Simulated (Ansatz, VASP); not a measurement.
# One calculation of SiW, two programs

The input INCAR:

```
ALGO = Normal ; EDIFF = 1E-7
ENCUT = 520 ; GGA = CA
ISIF = 2 ; ISMEAR = -1
LASPH = T ; LCHARG = T
LELF = T ; LREAL = F
LVHAR = T ; LWAVE = F
NBANDS = 16 ; NELM = 60
PREC = Accurate ; SIGMA = 0.05
```

Contents of KPOINTS:

```
k-points
0
Gamma
  13 13 13
```

File POSCAR:

```
SiW
1.0
    2.6100344007      0.0000000000      0.0000000000
    0.0000000000      2.6100344007      0.0000000000
    0.0000000000      0.0000000000      2.6100344007
W Si
1 1
Direct
    0.0000000000      0.0000000000      0.0000000000
    0.5000000000      0.5000000000      0.5000000000
```

Input for Ansatz:

```yaml
crystal:
  lattice:
    - [2.6100344007, 0.0, 0.0]
    - [0.0, 2.6100344007, 0.0]
    - [0.0, 0.0, 2.6100344007]
  atoms:
    - { symbol: W, position: [0.0, 0.0, 0.0] }
    - { symbol: Si, position: [0.5, 0.5, 0.5] }
kpoints:
  mp_grid: { grid: [13, 13, 13] }
scf:
  occupations: { method: fermi_dirac, width: 0.05 }
hamiltonian:
  xc: lda
  pseudopotentials: { kind: paw }
output:
  forces: true
  stress: true
  eigenvalues: true
  populations: true
```

Change from the starting cell: volume scaled by 0.65, PAW files.

Alike in both runs: task single point; functional LDA; k mesh 13 × 13 × 13; occupations fermi-dirac, width 0.05 eV; no spin polarisation.

```csv
,VASP,Ansatz
version,VASP 6.6.1,Ansatz 0.2.0
potentials or method,"VASP PAW LDA potentials, release 64 (W_sv, Si)","PAW with Ansatz's default frozen-core files, scalar-relativistic"
plane-wave cutoff (eV),520,420
valence electrons in the cell,18,18
```

VASP gave:

| Quantity | Value |
| --- | --- |
| pressure (GPa) | 271.7 |

Task: What did Ansatz give for the same quantities?

Result: Pressure (GPa): 265.9.

Caveats: the cell as given lies far from equilibrium; so large a pressure means that the cell lies far from this level's equilibrium, or that cutoff or potentials fall short (VASP). Spin-orbit coupling is left out, which matters for the levels of W.
